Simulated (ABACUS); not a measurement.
# InP (F-43m) in ABACUS: settings compared

The runs below take InP through single point, relaxation of cell and atoms, with SCAN, PBE.

All numbers are computed with ABACUS 3.10.1; they aren't measurements. Logs are shortened: lines on timing, memory, paths and dates and some standing lists are left out, and cuts for length are marked.

**Measured values to compare with.**

From a printed reference work, data compilation, for a bulk crystal of InP at 1.6 K: band gap 1.4236 eV (direct).

The results are compared with them further down.

**1. The structure**

Symmetry: F-43m, No. 216, cubic system. The conventional cell has a = 5.861 Å, b = 5.861 Å, c = 5.861 Å, α = 90.00°, β = 90.00°, γ = 90.00°. In (site symmetry -43m) has 4 P at 2.54 Å as nearest neighbours. P (site symmetry -43m) has 4 In at 2.54 Å as nearest neighbours.

**2. Single point, SCAN**

Contents of run_abacus.py:

```python
"""ABACUS run from a structure file: ASE reads it, the script writes STRU, KPT and INPUT."""
import re
import subprocess
from ase.io import read
from ase.units import Bohr

atoms = read("POSCAR")
atoms = atoms[(-atoms.numbers).argsort(kind="stable")]  # ABACUS lists atoms element by element
pseudo = {'In': 'In_ONCV_PBE-1.2.upf', 'P': 'P_ONCV_PBE-1.2.upf'}
orbital = {'In': 'In_confined-atom_8au_2s2p2d.orb', 'P': 'P_confined-atom_7au_2s2p1d.orb'}
magmoms = None
kmesh = [6, 6, 6]
params = {
    'suffix': 'InP',
    'calculation': 'scf',
    'basis_type': 'lcao',
    'pseudo_dir': './',
    'orbital_dir': './',
    'symmetry': 1,
    'dft_functional': 'scan',
    'ecutwfc': 100,
    'pseudo_rcut': 10,
    'nspin': 1,
    'nbands': 19,
    'ks_solver': 'genelpa',
    'smearing_method': 'fd',
    'smearing_sigma': 0.00367493,
    'scf_thr': 1e-07,
    'scf_nmax': 100,
    'mixing_type': 'broyden',
    'mixing_beta': 0.7,
    'cal_force': 1,
    'cal_stress': 1,
    'mixing_tau': 1,
    'out_mul': 1,
    'out_chg': 1,
}

symbols = atoms.get_chemical_symbols()
elements = list(dict.fromkeys(symbols))
lines = ["ATOMIC_SPECIES"] + [f"{e} {atoms.get_masses()[symbols.index(e)]:.4f} {pseudo[e]}" for e in elements]
if orbital:
    lines += ["", "NUMERICAL_ORBITAL"] + [orbital[e] for e in elements]
lines += ["", "LATTICE_CONSTANT", f"{1 / Bohr:.10f}", "", "LATTICE_VECTORS"]
lines += [" ".join(f"{x:.10f}" for x in v) for v in atoms.cell]
lines += ["", "ATOMIC_POSITIONS", "Direct"]
for e in elements:
    lines += ["", e, "0.0", str(symbols.count(e))]
    for i, p in enumerate(atoms.get_scaled_positions(wrap=False)):
        if symbols[i] == e:
            mag = "" if magmoms is None else " mag " + " ".join(str(x) for x in (magmoms[i] if isinstance(magmoms[i], list) else [magmoms[i]]))
            lines.append(" ".join(f"{x:.10f}" for x in p) + " 1 1 1" + mag)
open("STRU", "w").write("\n".join(lines) + "\n")
open("KPT", "w").write("K_POINTS\n0\nGamma\n%d %d %d 0 0 0\n" % tuple(kmesh))
open("INPUT", "w").write("INPUT_PARAMETERS\n" + "".join(f"{k:<20s}{v}\n" for k, v in params.items()))

done = subprocess.run(['mpirun', '-np', '4', 'abacus'])
if done.returncode:
    raise SystemExit(done.returncode)
log = open("OUT.InP/running_scf.log").read()
print("final energy (eV):", re.findall(r"FINAL_ETOT_IS (\S+)", log))
```

Contents of POSCAR:

```
InP
1.0
    0.0000000000      2.9305000000      2.9305000000
    2.9305000000      0.0000000000      2.9305000000
    2.9305000000      2.9305000000      0.0000000000
In P
1 1
Direct
    0.0000000000      0.0000000000      0.0000000000
    0.7500000000      0.7500000000      0.7500000000
```

Potentials or basis: SG15 ONCV 1.2 PBE, DZP LCAO (the cutoffs set its grid).

Command:

```bash
$ OMP_NUM_THREADS=1 python run_abacus.py > log
```

running log:

```text
ABACUS v3.10.1

               Atomic-orbital Based Ab-initio Computation at UStc

 ------------------------------------------------------------------------------------

 READING GENERAL INFORMATION
                           global_out_dir = OUT.InP/
                           global_in_card = INPUT
                               pseudo_dir = ./
                              orbital_dir = ./
                                    DSIZE = 4
                                    GSIZE = 1

 READING UNITCELL INFORMATION
                                    ntype = 2
                  lattice constant (Bohr) = 1.88973
              lattice constant (Angstrom) = 1

 READING ATOM TYPE 1
                               atom label = In
                      L=0, number of zeta = 2
                      L=1, number of zeta = 2
                      L=2, number of zeta = 2
             number of atom for this type = 1

 READING ATOM TYPE 2
                               atom label = P
                      L=0, number of zeta = 2
                      L=1, number of zeta = 2
                      L=2, number of zeta = 1
             number of atom for this type = 1

                        TOTAL ATOM NUMBER = 2
DIRECT COORDINATES
    atom                   x                   y                   z     mag                  vx                  vy                  vz
taud_In1            0.0000000000        0.0000000000        0.0000000000  0.0000        0.0000000000        0.0000000000        0.0000000000
taud_P1            0.7500000000        0.7500000000        0.7500000000  0.0000        0.0000000000        0.0000000000        0.0000000000

                          Volume (Bohr^3) = 339.666
                             Volume (A^3) = 50.3332

 Lattice vectors: (Cartesian coordinate: in unit of a_0)
                   +0             +2.9305             +2.9305
              +2.9305                  +0             +2.9305
              +2.9305             +2.9305                  +0
 Reciprocal vectors: (Cartesian coordinate: in unit of 2 pi/a_0)
            -0.170619           +0.170619           +0.170619
            +0.170619           -0.170619           +0.170619
            +0.170619           +0.170619           -0.170619
 The esolver type has been set to : ksdft_lcao

                PAO radial cut off (Bohr) = 10

 Read in pseudopotential file is In_ONCV_PBE-1.2.upf
                     pseudopotential type = NC
          exchange-correlation functional = PBE
                 nonlocal core correction = 0
                        valence electrons = 13
                                     lmax = 2
                           number of zeta = 0
                     number of projectors = 6
                           L of projector = 0
                           L of projector = 0
                           L of projector = 1
                           L of projector = 1
                           L of projector = 2
                           L of projector = 2
 XC functional updated to : scan
          exchange-correlation functional = SCAN
                PAO radial cut off (Bohr) = 10

 Read in pseudopotential file is P_ONCV_PBE-1.2.upf
                     pseudopotential type = NC
          exchange-correlation functional = PBE
                 nonlocal core correction = 0
                        valence electrons = 5
                                     lmax = 1
                           number of zeta = 0
                     number of projectors = 4
                           L of projector = 0
                           L of projector = 0
                           L of projector = 1
                           L of projector = 1
 XC functional updated to : scan
          exchange-correlation functional = SCAN
     initial pseudo atomic orbital number = 0

 SETUP THE ELECTRONS NUMBER
            electron number of element In = 13
      total electron number of element In = 13
             electron number of element P = 5
       total electron number of element P = 5
            AUTOSET number of electrons:  = 18
                           occupied bands = 9
                                   NLOCAL = 31
                                   NBANDS = 19
                                   NBANDS = 19
                                   NLOCAL = 31

%%%%%%%%%%%%%%%%%%%%%%%%%%%%%%%%%%%%%%%%%%%%%%%%%%%%%%%%%%%%%%%%%%%%%%%%%%%%%%%%%%%%%%%%%%%%%%%%%%%%%%%%%%
 Warning: the number of valence electrons in pseudopotential > 3 for In: [Kr] 4d10 5s2 5p1
 Pseudopotentials with additional electrons can yield (more) accurate outcomes, but may be less efficient.
 If you're confident that your chosen pseudopotential is appropriate, you can safely ignore this warning.
[... 83 lines left out ...]
(for reciprocal lattice: )
                             BRAVAIS TYPE = 2
                     BRAVAIS LATTICE NAME = 02. Cubic I (body-centered)
                                    ibrav = 2
                       right hand lattice = 1
(for k-lattice: )
                             BRAVAIS TYPE = 2
                     BRAVAIS LATTICE NAME = 02. Cubic I (body-centered)
                                    ibrav = 2
                       right hand lattice = 1
                        ROTATION MATRICES = 48
                               nkstot_ibz = 16
K-POINTS REDUCTION ACCORDING TO SYMMETRY
     IBZ    DIRECT_X    DIRECT_Y    DIRECT_Z  WEIGHT  ibz2bz
       1  0.00000000  0.00000000  0.00000000  0.0046       0
       2  0.16666667  0.16666667  0.16666667  0.0370       1
       3  0.33333333  0.33333333  0.33333333  0.0370       2
       4  0.50000000  0.50000000  0.50000000  0.0185       3
       5  0.16666667  0.16666667  0.00000000  0.0278       7
       6  0.33333333  0.33333333  0.16666667  0.1111       8
[... 8 lines left out ...]
      15  0.50000000  0.33333333 -0.33333333  0.1111      52
      16  0.50000000  0.33333333 -0.16666667  0.0556      58

                               nkstot now = 16
[... K-POINTS DIRECT COORDINATES: 16 rows ...]

           k-point number in this process = 16
       minimum distributed K point number = 16
[... stars of the k points ...]

[... K-POINTS CARTESIAN COORDINATES: 16 rows ...]

[... K-POINTS DIRECT COORDINATES: 16 rows ...]

 SETUP PLANE WAVES FOR WAVE FUNCTIONS
     energy cutoff for wavefunc (unit:Ry) = 100
              fft grid for wave functions = [ 50, 50, 50 ]
                    number of plane waves = 7119
                         number of sticks = 499

 PARALLEL PW FOR WAVE FUNCTIONS
     PROC   COLUMNS(POT)             PW
        1            125           1781
        2            124           1779
        3            124           1779
        4            126           1780
 --------------- sum -------------------
        4            499           7119

 SET NONLOCAL PSEUDOPOTENTIAL PROJECTORS
 SET NONLOCAL PSEUDOPOTENTIAL PROJECTORS
 max number of nonlocal projetors among all species is 6

 -------------------------------------------
 SELF-CONSISTENT
 -------------------------------------------

 SETUP SEARCHING RADIUS FOR PROGRAM TO SEARCH ADJACENT ATOMS
                  longest orb rcut (Bohr) = 8
   longest nonlocal projector rcut (Bohr) = 3.52
                     search radius (Bohr) = 23
              searching radius is (Bohr)) = 23
         searching radius unit is (Bohr)) = 1.89
                         PeriodicBoundary = 1
                        Radius(unit:lat0) = 12.2
                                   glayer = [ 5, 5, 5 ]
                             glayer_minus = [ 4, 4, 4 ]

Find the coordinate range of the input atom(unit:lat0).
                                  min_tau = [ -23.4, -23.4, -23.4 ]
                                  max_tau = [ 27.8, 27.8, 27.8 ]
                                BoxNumber = [ 9, 9, 9 ]

 SETUP EXTENDED REAL SPACE GRID FOR GRID INTEGRATION
                          real space grid = [ 50, 50, 50 ]
                 big cell numbers in grid = [ 10, 10, 10 ]
             meshcell numbers in big cell = [ 5, 5, 5 ]
                        extended fft grid = [ 13, 13, 13 ]
                dimension of extened grid = [ 37, 37, 37 ]
                            UnitCellTotal = 125
              Atom number in sub-FFT-grid = 2
    Local orbitals number in sub-FFT-grid = 31
                                ParaV.nnr = 20836
                                 init_chg = atomic

 LCAO ALGORITHM --------------- ION=   1  ELEC=   1--------------------------------

 Density error is 0.0717288590622
----------------------------------------------------------
     Energy           Rydberg                 eV
----------------------------------------------------------
 E_KohnSham     -117.0255635976      -1592.2144765893
 E_Harris       -117.7780331275      -1602.4523497667
 E_Fermi        0.5574469703         7.5844551286
----------------------------------------------------------
[... 102 lines left out ...]
 Density error is 4.63616953936e-08
----------------------------------------------------------
     Energy           Rydberg                 eV
----------------------------------------------------------
 E_KohnSham     -117.1279729550      -1593.6078273777
 E_KS(sigma->0) -117.1279728896      -1593.6078264885
 E_Harris       -117.1279726253      -1593.6078228918
 E_band         -3.2537064433        -44.2689472489
 E_one_elec     -40.7355360635       -554.2354015481
 E_Hartree      30.0061497571        408.2546117383
 E_xc           -16.6781823773       -226.9183126145
 E_Ewald        -89.7204041406       -1220.7087231750
 E_entropy(-TS) -0.0000001307        -0.0000017784
 E_descf        0.0000000000         0.0000000000
 E_exx          0.0000000000         0.0000000000
 E_Fermi        0.5825352975         7.9257993320
----------------------------------------------------------

 charge density convergence is achieved
 final etot is -1593.6078274 eV
 EFERMI = 7.925799332 eV

 STATE ENERGY(eV) AND OCCUPATIONS    NSPIN == 1
 1/16 kpoint (Cartesian) = 0.0000 0.0000 0.0000 (1446 pws)
       1       -6.52577     0.00925926
       2       -6.52577     0.00925926
       3       -6.52577     0.00925926
       4       -6.33437     0.00925926
       5       -6.33437     0.00925926
       6       -4.78868     0.00925926
[... 104 lines left out ...]
       6       -3.62286       0.222222
[... 11 lines left out ...]
      18        23.4793        0.00000
      19        24.0976        0.00000

[... levels at 10 further k points ...]

 correction force for each atom along direction 1 is 0.00335691
 correction force for each atom along direction 2 is -0.00551750
 correction force for each atom along direction 3 is -0.0195901
------------------------------------------------------------------------------------------
 TOTAL-FORCE (eV/Angstrom)
------------------------------------------------------------------------------------------
                       In1         0.0000000000         0.0000000000         0.0000000000
                        P1         0.0000000000         0.0000000000         0.0000000000
------------------------------------------------------------------------------------------

----------------------------------------------------------------
 TOTAL-STRESS (KBAR)
----------------------------------------------------------------
        10.4183723301         0.0000000000         0.0000000000
        -0.0000000000        10.4183723301         0.0000000000
        -0.0000000000         0.0000000000        10.4183723301
----------------------------------------------------------------
 TOTAL-PRESSURE: 10.418372 KBAR

 --------------------------------------------
 !FINAL_ETOT_IS -1593.6078273776722654 eV
 --------------------------------------------
```

Wall time 15 s (4 MPI ranks of Intel Xeon Platinum 8488C (Sapphire Rapids), shared host); peak memory 0.4 GiB.

What came out:

```
Free energy            : -1593.6078 eV
Pressure               : 1.0 GPa
Band gap on the k mesh : 0.91 eV, direct
Mulliken charges       : In -0.04; P +0.04 e
```

Levels at points of the mesh, in eV from the valence-band top:
| k point | band 6 | band 7 | band 8 | band 9 | band 10 | band 11 | band 12 | band 13 |
| --- | --- | --- | --- | --- | --- | --- | --- | --- |
| (0.00, 0.00, 0.00) | -12.23 | 0.00 | 0.00 | 0.00 | 0.91 | 4.20 | 4.20 | 4.20 |
| (0.50, 0.50, 0.50) | -10.35 | -6.13 | -1.08 | -1.08 | 1.62 | 5.06 | 5.06 | 8.27 |
| (0.50, 0.50, 0.00) | -9.66 | -6.18 | -2.53 | -2.53 | 1.97 | 2.53 | 10.14 | 10.14 |

Caveat: the atomic orbitals were generated for these runs and aren't a published set; Mulliken charges move with the basis; the potentials were made for another functional, which shifts forces and pressure; spin-orbit coupling is left out, which moves the levels of the heavy elements; the basis of atomic orbitals isn't converged, which shifts pressures, moduli and gaps.

(Part 1 of 2 ends here.)
